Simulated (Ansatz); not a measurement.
O:

```
O
1.0
     3.89226    0.00000    0.00000
     0.00000    3.78946    0.00000
    -0.99666    0.00000    2.95341
O
4
Cartesian
  1.1153 1.1591 0.5354
  2.2786 1.1591 0.9413
  1.7803 2.6303 2.4180
  0.6170 2.6303 2.0121
```

- Program: Ansatz 0.2.0
- Task: single point
- Functional: PBE
- Potentials or basis: Ansatz PAW
- Cutoff: 420 eV (not typed: the program's choice for these potentials)
- k mesh: 7 × 7 × 9
- Occupations: fermi-dirac, width 0.05 eV
- Spin: no spin polarisation

On this cell: pressure 0.1 GPa; largest force 1.319 eV/Å; band gap on the k mesh 0.67 eV, indirect (least direct gap 0.88 eV).

The same run follows on a disturbed copy (atoms moved at random, drawn with an rms of 0.05 Å):

```
O
1.0
     3.89226    0.00000    0.00000
     0.00000    3.78946    0.00000
    -0.99666    0.00000    2.95341
O
4
Direct
  0.33474 0.31042 0.17659
  0.67163 0.29538 0.32323
  0.66852 0.69719 0.80274
  0.33487 0.69834 0.69169
```

What changes?

The energy moves by +13.3 meV/atom; pressure -1.3 GPa; largest force 2.201 eV/Å; band gap on the k mesh 0.66 eV, indirect (least direct gap 0.81 eV).

Forces on the atoms (eV/Å):
```
O    1.583 -0.262  0.625
O   -1.936  0.692 -0.787
O   -1.282 -0.088  0.015
O    1.635 -0.341  0.147
```

Stress tensor (GPa, compression positive):
```
-8.65  2.55 -3.06
 2.55  3.33  1.06
-3.06  1.06  1.47
```

Caveats: spin is off for a triplet molecule; odd divisions of the mesh miss points on the zone boundary, where band edges often lie, so the gap on the mesh can be too wide; forces of over 1 eV/Å show positions far from the minimum, so gaps and moduli don't describe the material at rest (some runs).

A k mesh can miss the band edges.
